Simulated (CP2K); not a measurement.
Runs of CP2K 2026.2 on TaN. Symmetry: Fm-3m, No. 225, cubic system. The conventional cell has a = 4.423 Å, b = 4.423 Å, c = 4.423 Å, α = 90.00°, β = 90.00°, γ = 90.00°. Around Ta (site symmetry m-3m) lie 6 N at 2.21 Å. N (site symmetry m-3m) is surrounded by 6 Ta at 2.21 Å. The cell comes from a database or a generator and needn't be the stable form of this composition.

```csv
task,level,potentials or basis,smearing,EPS_DEFAULT,NGRIDS,CUTOFF of the grids,points a segment of the path (NPOINTS),bands added on the path,gap on the mesh (eV),pressure (GPa),V0 of scaled cells (Å³/atom),B0 (GPa)
single point,PBEsol,"POTENTIAL_UZH Ta GTH-PBE-q13, N GTH-PBE-q5; TZVP-MOLOPT-PBE-GTH basis",fermi-dirac 0.05 eV,1.0E-10,4,450 Ry,-,-,none,(b),-,-
equation of state,r2SCAN,"POTENTIAL_UZH Ta GTH-SCAN-q13, N GTH-SCAN-q5; TZVP-MOLOPT-SCAN-GTH basis",fermi-dirac 0.05 eV,1.0E-9,5,675 Ry,-,-,-,-,10.42,348
equation of state,PBE,"POTENTIAL_UZH Ta GTH-PBE-q13, N GTH-PBE-q5; TZVP-MOLOPT-PBE-GTH basis",fermi-dirac 0.05 eV,1.0E-10,5,450 Ry,-,-,-,-,10.62,331
single point,PBE,"POTENTIAL_UZH Ta GTH-PBE-q13, N GTH-PBE-q5; TZVP-MOLOPT-PBE-GTH basis",fermi-dirac 0.05 eV,1.0E-10,4,450 Ry,-,-,none,-5.8,-,-
equation of state,PBEsol,"POTENTIAL_UZH Ta GTH-PBE-q13, N GTH-PBE-q5; TZVP-MOLOPT-PBE-GTH basis",fermi-dirac 0.0259 eV,1.0E-9,5,450 Ry,-,-,-,-,(a),357
band structure,PBE,"POTENTIAL_UZH Ta GTH-PBE-q13, N GTH-PBE-q5; TZVP-MOLOPT-PBE-GTH basis",fermi-dirac 0.05 eV,1.0E-9,5,450 Ry,6,6,none,-5.8,-,-
band structure,PBEsol,"POTENTIAL_UZH Ta GTH-PBE-q13, N GTH-PBE-q5; TZVP-MOLOPT-PBE-GTH basis",fermi-dirac 0.1 eV,1.0E-9,4,450 Ry,10,2,none,-13.1,-,-
band structure,PBEsol,"POTENTIAL_UZH Ta GTH-PBE-q13, N GTH-PBE-q5; TZVP-MOLOPT-PBE-GTH basis",fermi-dirac 0.1 eV,1.0E-10,5,450 Ry,6,6,none,-13.1,-,-
```

Alike in all rows: no spin polarisation; cell as given; k mesh 10 × 10 × 10.

Question: Estimate the missing entries.

Answer: (a) 10.38; (b) -13.2.

Caveats: the basis of atomic orbitals isn't converged, which shifts pressures, moduli and gaps; the potentials were made for another functional, which shifts forces and pressure (some runs).

A k mesh can miss the band edges, and the runs leave out spin-orbit coupling on Ta.

A gap of «none» marks a metal or a gap under the smearing width.

Not every run made on this cell is shown here.
